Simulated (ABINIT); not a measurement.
Crystal: Te.

```
Te
1.0
     2.30590    1.33131    1.69095
    -2.30590    1.33131    1.69095
     0.00000   -2.66263    1.69095
Te
1
Direct
  0.50000 0.50000 0.50000
```

This isn't the form of Te at room conditions, which is trigonal, of chains.

Base run:

* Program: ABINIT 10.8.3 (patched build)
* Functional: LDA
* Potentials or basis: PseudoDojo NC SR LDA v0.4.1 standard
* Cutoff: 952 eV
* k mesh: 7 × 7 × 7
* Occupations: fermi-dirac, width 0.05 eV
* Spin: no spin polarisation

Its results: band gap on the k mesh none (metal or under the smearing width); pressure -1.6 GPa.

The run is repeated on the same cell with these changes: functional from LDA to PBEsol; potentials or basis from PseudoDojo NC SR LDA v0.4.1 standard to PseudoDojo NC SR PBEsol v0.4.1 standard; cutoff from 952 eV to 925 eV. What comes out?

Band gap on the k mesh none (metal or under the smearing width); pressure -1.0 GPa.

Caveats: the cutoff is short for stress, so the pressure is rough (some runs).
